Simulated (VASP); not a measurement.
The system is As.

```
CELL_PARAMETERS angstrom
6.47330 0.00000 0.00000
0.00000 6.47330 0.00000
0.00000 0.00000 2.37366
ATOMIC_POSITIONS crystal
As 0.17680 0.32320 0.00000
As 0.32320 0.82320 0.00000
As 0.82320 0.67680 0.00000
As 0.67680 0.17680 0.00000
As 0.00000 0.00000 0.00000
As 0.50000 0.50000 0.00000
```

The cell was built by a generator and needn't be a form met in nature.

```yaml
Program: VASP 6.6.1
Task: relaxation of cell and atoms
Functional: PBE
Potentials_or_basis: VASP PAW PBE potentials, release 64 (As)
Cutoff: 600 eV
k_mesh: 4 × 4 × 8
Occupations: gaussian, width 0.1 eV
Spin: no spin polarisation
```

At the start: pressure 43.2 GPa; volume 16.58 Å³/atom.

How do energy, volume and symmetry change on relaxing?

Over 21 steps the energy falls by 832.7 meV/atom and the volume is 22.12 Å³/atom (+33.4 %); space group P4/mbm (No. 127, to 0.05 Å).

The path:
```tsv
step	energy change (eV)	largest force (eV/Å)	pressure (GPa)	volume (Å³)
1	0.0000	1.5176	43.16	99.46
2	-1.9767	0.1973	-10.13	178.29
3	-3.7746	0.5660	-0.38	135.79
4	-3.7759	0.5786	0.03	134.99
5	-3.7750	0.5910	0.44	134.21
6	-3.8662	0.4220	-0.04	135.19
7	-3.8733	0.3620	-0.09	135.54
8	-3.9175	0.3850	-0.48	135.62
9	-4.0570	0.4215	-1.53	135.85
10	-4.5048	0.8282	-2.41	136.22
11	-4.2955	3.1139	2.40	136.67
12	-4.7542	0.6580	-2.71	136.36
13	-4.9735	0.1265	-1.50	136.55
14	-4.9738	0.0594	-1.75	136.52
15	-4.7979	1.1096	4.25	128.01
16	-4.9898	0.1283	-0.61	134.49
17	-4.9898	0.1343	-0.58	134.44
18	-4.9959	0.0042	0.03	132.66
19	-4.9960	0.0150	-0.05	132.90
20	-4.9959	0.0027	0.15	132.52
21	-4.9965	0.0094	0.04	132.72
```

Final structure:
```cif
data_structure
_symmetry_space_group_name_H-M 'P 1'
_symmetry_Int_Tables_number 1
_cell_length_a 6.9001
_cell_length_b 6.9001
_cell_length_c 2.7876
_cell_angle_alpha 90.000
_cell_angle_beta 90.000
_cell_angle_gamma 90.000
_cell_volume 132.72
loop_
_atom_site_label
_atom_site_type_symbol
_atom_site_fract_x
_atom_site_fract_y
_atom_site_fract_z
_atom_site_occupancy
As1 As 0.12758 0.37242 0.00000 1
As2 As 0.37242 0.87242 0.00000 1
As3 As 0.87242 0.62758 0.00000 1
As4 As 0.62758 0.12758 0.00000 1
As5 As 0.00000 0.00000 0.00000 1
As6 As 0.50000 0.50000 0.00000 1
```

Caveat: the volume moved by over 15 % at a fixed basis, so the end points are rough.
